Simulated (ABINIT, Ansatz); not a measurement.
## How the form of the self-energy moves the gap of CdS (Hawleyite)

How much does the gap of CdS (Hawleyite) depend on the approximation to the self-energy?

Program: ABINIT 10.8.3. Level of theory: PBE and many-body steps on it, plane waves. Results are calculated unless marked as measured.

**Experimental background.**

- Gap 2.42 eV: optical gap from inflexion point of photoacoustic spectrum, as-grown film; photoacoustic spectroscopy; film (as-grown chemical bath deposited film, about 0.25 um thick, deposited at 80 C) (“Study of the band--gap shift in CdS films: Influence of thermal annealing in different atmospheres”, 1995, arxiv:cond-mat/9501125).

### 1. Set-up

The structure is cubic, space group F-43m (No. 216). Conventional cell: a = 5.833 Å, b = 5.833 Å, c = 5.833 Å, α = 90.00°, β = 90.00°, γ = 90.00°. Nearest to Cd lie 4 S at 2.53 Å. S has 4 Cd at 2.53 Å nearest. Farther neighbours and most contacts between anions are not listed.

The cell and positions come from the Crystallography Open Database and are kept as given unless a step says otherwise.

### 2. Empty states on the mesh, 4×4×4 mesh, 363 bands

This step: ABINIT 10.8.3; DFT, PBE, plane waves, norm-conserving pseudopotentials.

The sums over transitions need many empty states on a uniform mesh; this step solves for them.

File run.abi:

```
acell 3*1.0 Angstrom
rprim 
  -0.000000000000 2.916500000000 2.916500000000
  2.916500000000 -0.000000000000 2.916500000000
  2.916500000000 2.916500000000 -0.000000000000
ntypat 2
znucl 48 16
natom 2
typat 1 2
xred 
  0.000000000000 0.000000000000 0.000000000000
  0.250000000000 0.250000000000 0.250000000000
pp_dirpath "pseudos"
pseudos "Cd.upf, S.upf"
ecut 47
ngkpt 4 4 4
nshiftk 1
shiftk 0 0 0
kptopt 1
chksymbreak 0
iscf -2
irdden 1
istwfk *1
nband 363
nbdbuf 32
tolwfr 1e-09
nstep 60
prtvol 0
indata_prefix "in"
outdata_prefix "out"
tmpdata_prefix "tmp"
```

Launch:

```
> OMP_NUM_THREADS=1 mpirun -n 4 abinit run.abi > log
```

Numbers of over 12 decimals in the logs are rounded to 6 here.

What it wrote:

```text
.Version 10.8.3 of ABINIT. v10.8.2 released Aug 2026.

 Symmetries : space group F-4 3 m (#216); Bravais cF (face-center cubic)
[... echo of the input left out ...]
== DATASET  1 ==================================================================
-   mpi_nproc: 4, omp_nthreads: 1 (-1 if OMP is not activated)

--- !DatasetInfo
iteration_state: {dtset: 1, }
dimensions: {natom: 2, nkpt: 8, mband: 363, nsppol: 1, nspinor: 1, nspden: 1, mpw: 5180, }
cutoff_energies: {ecut:  47.0, pawecutdg:  -1.0, }
[...]
7.41827    7.43679    7.43679    7.43679    7.53690    7.59463    7.59463    7.59484
   7.63352    7.63358    7.65873    7.65877    7.66070    7.68006    7.68010    7.68076
   7.78270    7.78340    7.79205
 prteigrs : prtvol=0 or 1, do not print more k-points.

== END DATASET(S) ==============================================================
================================================================================

 -outvars: echo values of variables after computation  --------
            nband         363
             nkpt           8
          spgroup         216
 [... the other variables as echoed above ...]

 Calculation completed.
```

Run time: 3.6 min. Hardware: 4 MPI ranks of Arm Neoverse V2, shared host; peak memory 0.61 GiB; 14 min of CPU time.

Numbers from this step:

| Item | Value |
| --- | --- |
| gap | 1.145 eV |
| k of the valence top | 0, 0, 0 |
| k of the conduction bottom | 0, 0, 0 |
| least direct gap | 1.145 eV |
| k points computed | 8 |
| lowest point of the top converged band, above the valence top | 189.0454 eV |

On this mesh the gap is 1.145 eV.

The density comes from a self-consistent run that is not shown.

### 3. Screening, 4×4×4 mesh, 142 bands, screening to 176.9 eV

The RPA dielectric matrix is built and inverted for each q.

This step: RPA screening on PBE, plane waves, norm-conserving pseudopotentials.

run.abi: that of step 2 with these lines changed.

```diff
@@ -20,10 +20,11 @@
 chksymbreak 0
-iscf -2
-irdden 1
 istwfk *1
-nband 363
-nbdbuf 32
-tolwfr 1e-09
-nstep 60
-prtvol 0
+occopt 1
+irdwfk 1
+optdriver 3
+nband 142
+ecuteps 6.5
+inclvkb 2
+awtr 1
+symchi 1
 indata_prefix "in"
```

What it wrote:

```text
.Version 10.8.3 of ABINIT. v10.8.2 released Aug 2026.

 Symmetries : space group F-4 3 m (#216); Bravais cF (face-center cubic)
[... echo of the input left out ...]
== DATASET  1 ==================================================================
-   mpi_nproc: 4, omp_nthreads: 1 (-1 if OMP is not activated)

--- !DatasetInfo
iteration_state: {dtset: 1, }
dimensions: {natom: 2, nkpt: 8, mband: 142, nsppol: 1, nspinor: 1, nspden: 1, mpw: 5180, }
cutoff_energies: {ecut:  47.0, pawecutdg:  -1.0, }
electrons: {nelect:   2.60000000E+01, charge:   0.00000000E+00, occopt:   1.00000000E+00, tsmear:   1.00000000E-02, }

 SCREENING: Calculation of the susceptibility and dielectric matrices

 Based on a program developped by R.W. Godby, V. Olevano, G. Onida, and L. Reining.
 Incorporated in ABINIT by V. Olevano, G.-M. Rignanese, and M. Torrent.
.Using double precision arithmetic ; gwpc =  8

[... cell and pseudopotentials left out ...]
--------------------------------------------------------------------------------

 ==== K-mesh for the wavefunctions ====
 Number of points in the irreducible wedge :     8
[... list of points left out ...]
 Together with 24 symmetry operations and time-reversal symmetry
 yields    64 points in the full Brillouin Zone.

 ==== Q-mesh for the screening function ====
 Number of points in the irreducible wedge :     8
[... list of points left out ...]
 Together with 24 symmetry operations and time-reversal symmetry
 yields    64 points in the full Brillouin Zone.

 setmesh: FFT mesh size selected  =    36x   36x   36
          total number of points  =        46656

 vcoul_init : cutoff-mode = AUXILIARY_FUNCTION
 q-points for optical limit:   1
     1)      0.000010    0.000020    0.000030

- screening: taking advantage of time-reversal symmetry
- Maximum band index for partially occupied states nbvw = 13
- Remaining bands to be divided among processors   nbcw = 129
- Number of bands treated by each node ~32

 Number of electrons calculated from density =   26.0000; Expected =   26.0000
 average of density, n =  0.077653
 r_s =    1.4541
 omega_plasma =   26.8804 [eV]

 calculating chi0 at frequencies [eV] :
  1    0.000000E+00    0.000000E+00
  2    0.000000E+00    2.688042E+01

--------------------------------------------------------------------------------
  q-point number  1        q = ( 0.000000, 0.000000, 0.000000) [r.l.u.]
--------------------------------------------------------------------------------
[... chi0 elements left out ...]
 For q-point:  0.000010 0.000020 0.000030
  dielectric constant =  11.0704
  dielectric constant without local fields =  11.7792

  Average fulfillment of the sum rule on Im[epsilon] for q-point    1 :     71.55  [%]
[... wings left out ...]
  q-point number  2        q = ( 0.250000, 0.000000, 0.000000) [r.l.u.]
--------------------------------------------------------------------------------
[... chi0 elements left out ...]
  Average fulfillment of the sum rule on Im[epsilon] for q-point    2 :     81.89  [%]

 [... 6 further q-points ...]
```

Run time: 61 s. Hardware: 4 MPI ranks; peak memory 1.6 GiB; 4 min of CPU time.

This step gave:

| Item | Value |
| --- | --- |
| ε∞ with local fields, on this mesh, along the program's q direction | 11.07 |
| the same without local fields | 11.78 |
| plasma frequency | 26.88 eV |
| plane waves in the screening matrix | 283 |

Local fields lower ε∞ by 6 %. On a Γ-centred mesh this coarse the value itself is usually too large, while a short band sum pulls it down.

### 4. G0W0, Godby-Needs plasmon pole

The self-energy is evaluated for the states that the input lists, and the levels follow from it, in one-shot runs by the linearised quasiparticle equation.

This step: G0W0 on PBE, plane waves, norm-conserving pseudopotentials.

run.abi: that of step 3 with these lines changed.

```diff
@@ -23,8 +23,15 @@
 irdwfk 1
-optdriver 3
+optdriver 4
 nband 142
+gwcalctyp 0
+ecutsigx 47
+symsigma 1
+nkptgw 1
+kptgw 
+  0.0000000000 0.0000000000 0.0000000000
+bdgw 
+  11 17
 ecuteps 6.5
-inclvkb 2
-awtr 1
-symchi 1
+irdscr 1
+ppmodel 1
 indata_prefix "in"
```

What it wrote:

```text
.Version 10.8.3 of ABINIT. v10.8.2 released Aug 2026.

 Symmetries : space group F-4 3 m (#216); Bravais cF (face-center cubic)
[... echo of the input left out ...]
== DATASET  1 ==================================================================
-   mpi_nproc: 4, omp_nthreads: 1 (-1 if OMP is not activated)

--- !DatasetInfo
iteration_state: {dtset: 1, }
dimensions: {natom: 2, nkpt: 8, mband: 142, nsppol: 1, nspinor: 1, nspden: 1, mpw: 5180, }
cutoff_energies: {ecut:  47.0, pawecutdg:  -1.0, }
electrons: {nelect:   2.60000000E+01, charge:   0.00000000E+00, occopt:   1.00000000E+00, tsmear:   1.00000000E-02, }

 SIGMA: Calculation of the GW corrections

 Based on a program developped by R.W. Godby, V. Olevano, G. Onida, and L. Reining.
 Incorporated in ABINIT by V. Olevano, G.-M. Rignanese, and M. Torrent.
.Using double precision arithmetic ; gwpc =  8

[... cell and pseudopotentials left out ...]
--------------------------------------------------------------------------------

 ==== K-mesh for the wavefunctions ====
 Number of points in the irreducible wedge :     8
[... list of points left out ...]
 Together with 24 symmetry operations and time-reversal symmetry
 yields    64 points in the full Brillouin Zone.

 ==== Q-mesh for screening function ====
 Number of points in the irreducible wedge :     8
[... list of points left out ...]
 Together with 24 symmetry operations and time-reversal symmetry
 yields    64 points in the full Brillouin Zone.

 vcoul_init : cutoff-mode = AUXILIARY_FUNCTION
 q-points for optical limit:   1
     1)      0.000010    0.000020    0.000030
 setmesh: FFT mesh size selected  =    50x   50x   50
          total number of points  =       125000

 Number of electrons calculated from density =   26.0000; Expected =   26.0000
 average of density, n =  0.077653
 r_s =    1.4541
 omega_plasma =   26.8804 [eV]

 === KS Band Gaps ===
  >>>> For spin  1
   Minimum direct gap =   1.1447 [eV], located at k-point      :   0.0000  0.0000  0.0000
   Fundamental gap    =   1.1447 [eV], Top of valence bands at :   0.0000  0.0000  0.0000
                                       Bottom of conduction at :   0.0000  0.0000  0.0000
 SIGMA fundamental parameters:
 PLASMON POLE MODEL  1
 number of plane-waves for SigmaX                 5065
 number of plane-waves for SigmaC and W            283
 number of plane-waves for wavefunctions          5065
 number of bands                                   142
 number of independent spin polarizations            1
 number of spinorial components                      1
 number of k-points in IBZ                           8
 number of q-points in IBZ                           8
 number of symmetry operations                      24
 number of k-points in BZ                           64
 number of q-points in BZ                           64
 number of frequencies for dSigma/dE                 9
 frequency step for dSigma/dE [eV]                0.25
 number of omega for Sigma on real axis              0
 max omega for Sigma on real axis  [eV]           0.00
 zcut for avoiding poles [eV]                     0.10

 EPSILON^-1 parameters (SCR file):
 dimension of the eps^-1 matrix on file            283
 dimension of the eps^-1 matrix used               283
 number of plane-waves for wavefunctions          5065
 number of bands                                   142
 number of q-points in IBZ                           8
 number of frequencies                               2
 number of real frequencies                          1
 number of imag frequencies                          1

 matrix elements of self-energy operator (all in [eV])

 Perturbative Calculation

--- !SelfEnergy_ee
iteration_state: {dtset: 1, }
kpoint     : [   0.000,    0.000,    0.000, ]
spin       : 1
KS_gap     :    1.145
QP_gap     :    2.098
Delta_QP_KS:    0.953
data: !SigmaeeData |
     Band     E0 <VxcDFT>   SigX SigC(E0)      Z dSigC/dE  Sig(E)    E-E0       E
       11   4.366 -15.389 -18.420   1.995   0.781  -0.280 -16.198  -0.809   3.557
       12   4.366 -15.389 -18.420   1.995   0.781  -0.280 -16.198  -0.809   3.557
       13   4.366 -15.389 -18.420   1.995   0.781  -0.280 -16.198  -0.809   3.557
       14   5.511 -10.636  -6.668  -3.791   0.812  -0.231 -10.492   0.144   5.655
       15  10.897 -10.642  -5.801  -4.356   0.810  -0.235 -10.249   0.393  11.290
       16  10.897 -10.642  -5.801  -4.356   0.810  -0.235 -10.249   0.393  11.290
       17  10.897 -10.642  -5.801  -4.356   0.810  -0.235 -10.249   0.393  11.290

== END DATASET(S) ==============================================================
================================================================================

 -outvars: echo values of variables after computation  --------
           etotal      0.0000000000E+00
            nband         142
             nkpt           8
          spgroup         216
 [... the other variables as echoed above ...]

 Calculation completed.
```

It took 9.6 s on 4 MPI ranks; peak memory 1.4 GiB.

This step gave:

```
G0W0 gap on the points computed              : 2.098 eV
starting gap on the mesh                     : 1.145 eV
k of the valence top                         : 0, 0, 0
k of the conduction bottom                   : 0, 0, 0
Z at the valence top                         : 0.781
Z at the conduction bottom                   : 0.812
least direct G0W0 gap on the computed points : 2.098 eV
```

The gap on the mesh goes from 1.14 eV to 2.10 eV, a correction of +0.95 eV.

### 5. G0W0, Engel-Farid plasmon pole

run.abi: that of step 4 with these lines changed.

```diff
@@ -35,3 +35,3 @@
 irdscr 1
-ppmodel 1
+ppmodel 4
 indata_prefix "in"
```

What it wrote:

```text
.Version 10.8.3 of ABINIT. v10.8.2 released Aug 2026.

 Symmetries : space group F-4 3 m (#216); Bravais cF (face-center cubic)
[... echo of the input left out ...]
== DATASET  1 ==================================================================
-   mpi_nproc: 4, omp_nthreads: 1 (-1 if OMP is not activated)

--- !DatasetInfo
iteration_state: {dtset: 1, }
dimensions: {natom: 2, nkpt: 8, mband: 142, nsppol: 1, nspinor: 1, nspden: 1, mpw: 5180, }
cutoff_energies: {ecut:  47.0, pawecutdg:  -1.0, }
electrons: {nelect:   2.60000000E+01, charge:   0.00000000E+00, occopt:   1.00000000E+00, tsmear:   1.00000000E-02, }

 SIGMA: Calculation of the GW corrections

 Based on a program developped by R.W. Godby, V. Olevano, G. Onida, and L. Reining.
 Incorporated in ABINIT by V. Olevano, G.-M. Rignanese, and M. Torrent.
.Using double precision arithmetic ; gwpc =  8

[... cell and pseudopotentials left out ...]
--------------------------------------------------------------------------------

 ==== K-mesh for the wavefunctions ====
 Number of points in the irreducible wedge :     8
[... list of points left out ...]
 Together with 24 symmetry operations and time-reversal symmetry
 yields    64 points in the full Brillouin Zone.

 ==== Q-mesh for screening function ====
 Number of points in the irreducible wedge :     8
[... list of points left out ...]
 Together with 24 symmetry operations and time-reversal symmetry
 yields    64 points in the full Brillouin Zone.

 vcoul_init : cutoff-mode = AUXILIARY_FUNCTION
 q-points for optical limit:   1
     1)      0.000010    0.000020    0.000030
 setmesh: FFT mesh size selected  =    50x   50x   50
          total number of points  =       125000

 Number of electrons calculated from density =   26.0000; Expected =   26.0000
[...]
number of q-points in BZ                           64
 number of frequencies for dSigma/dE                 9
 frequency step for dSigma/dE [eV]                0.25
 number of omega for Sigma on real axis              0
 max omega for Sigma on real axis  [eV]           0.00
 zcut for avoiding poles [eV]                     0.10

 EPSILON^-1 parameters (SCR file):
 dimension of the eps^-1 matrix on file            283
 dimension of the eps^-1 matrix used               283
 number of plane-waves for wavefunctions          5065
 number of bands                                   142
 number of q-points in IBZ                           8
 number of frequencies                               2
 number of real frequencies                          1
 number of imag frequencies                          1

 matrix elements of self-energy operator (all in [eV])

 Perturbative Calculation

--- !SelfEnergy_ee
iteration_state: {dtset: 1, }
kpoint     : [   0.000,    0.000,    0.000, ]
spin       : 1
KS_gap     :    1.145
QP_gap     :    2.032
Delta_QP_KS:    0.887
data: !SigmaeeData |
     Band     E0 <VxcDFT>   SigX SigC(E0)      Z dSigC/dE  Sig(E)    E-E0       E
       11   4.366 -15.389 -18.420   1.823   0.789  -0.268 -16.341  -0.952   3.414
       12   4.366 -15.389 -18.420   1.823   0.789  -0.268 -16.341  -0.952   3.414
       13   4.366 -15.389 -18.420   1.823   0.789  -0.268 -16.341  -0.952   3.414
       14   5.511 -10.636  -6.668  -4.047   0.821  -0.218 -10.701  -0.065   5.446
       15  10.897 -10.642  -5.801  -4.508   0.818  -0.222 -10.369   0.273  11.170
       16  10.897 -10.642  -5.801  -4.508   0.818  -0.222 -10.369   0.273  11.170
       17  10.897 -10.642  -5.801  -4.508   0.818  -0.222 -10.369   0.273  11.170

== END DATASET(S) ==============================================================
================================================================================

 -outvars: echo values of variables after computation  --------
           etotal      0.0000000000E+00
            nband         142
             nkpt           8
          spgroup         216
 [... the other variables as echoed above ...]

 Calculation completed.
```

It took 5.8 s on 4 MPI ranks; peak memory 0.98 GiB.

This step gave:

```yaml
g0w0_gap_on_the_points_computed: 2.032 eV
starting_gap_on_the_mesh: 1.145 eV
k_of_the_valence_top: 0, 0, 0
k_of_the_conduction_bottom: 0, 0, 0
z_at_the_valence_top: 0.789
z_at_the_conduction_bottom: 0.821
least_direct_g0w0_gap_on_the_computed_points: 2.032 eV
```

Against G0W0 in ABINIT (4×4×4 mesh, 142 bands, screening to 176.9 eV, Godby-Needs plasmon pole), the gap moves by −0.066 eV.

### 6. G0W0, von der Linden-Horsch plasmon pole

run.abi: that of step 5 with these lines changed.

```diff
@@ -35,3 +35,3 @@
 irdscr 1
-ppmodel 4
+ppmodel 3
 indata_prefix "in"
```

What it wrote:

```text
.Version 10.8.3 of ABINIT. v10.8.2 released Aug 2026.

 Symmetries : space group F-4 3 m (#216); Bravais cF (face-center cubic)
[... echo of the input left out ...]
== DATASET  1 ==================================================================
-   mpi_nproc: 4, omp_nthreads: 1 (-1 if OMP is not activated)

--- !DatasetInfo
iteration_state: {dtset: 1, }
dimensions: {natom: 2, nkpt: 8, mband: 142, nsppol: 1, nspinor: 1, nspden: 1, mpw: 5180, }
cutoff_energies: {ecut:  47.0, pawecutdg:  -1.0, }
[...]
15  10.897 -10.642  -5.801  -4.841   0.876  -0.141 -10.642   0.000  10.898
       16  10.897 -10.642  -5.801  -4.841   0.876  -0.141 -10.642   0.000  10.898
       17  10.897 -10.642  -5.801  -4.841   0.876  -0.141 -10.642   0.000  10.898

== END DATASET(S) ==============================================================
================================================================================

 -outvars: echo values of variables after computation  --------
           etotal      0.0000000000E+00
            nband         142
             nkpt           8
          spgroup         216
 [... the other variables as echoed above ...]

 Calculation completed.
```

Run time: 5.8 s. Hardware: 4 MPI ranks; peak memory 0.97 GiB.

Numbers from this step:

| Property | Result |
| --- | --- |
| G0W0 gap on the points computed | 2.084 eV |
| starting gap on the mesh | 1.145 eV |
| k of the valence top | 0, 0, 0 |
| k of the conduction bottom | 0, 0, 0 |
| least direct G0W0 gap on the computed points | 2.084 eV |

Against G0W0 in ABINIT (4×4×4 mesh, 142 bands, screening to 176.9 eV, Godby-Needs plasmon pole), the gap moves by −0.014 eV.

(Continued in part 2 of 2.)

[Paths, hosts, dates, memory and timing lines, banners, echoed tables and standing remarks are left out of the program output.]

[Logs are printed without paths, hosts, clocks, repeated set-up lines and the standing remarks that a program may print on its own settings, such as how far it seeks lower states.]

[Runs of the session that timed out or met a known fault of the program may be left out.]

[Hosts, paths, dates, database ids (printed as entryN), source tags and the programs' standing remarks are cut or masked in the printed files.]

[G0W0 gaps are taken among the corrected bands and points alone; a level outside them can change the order at an edge.]

[Where Ansatz stands beside ABINIT at settings called matched, ABINIT's density can come from a denser mesh and the files from another edition; pairs whose starting gaps differed by over 0.03 eV were left out, so agreement reads better than it is.]
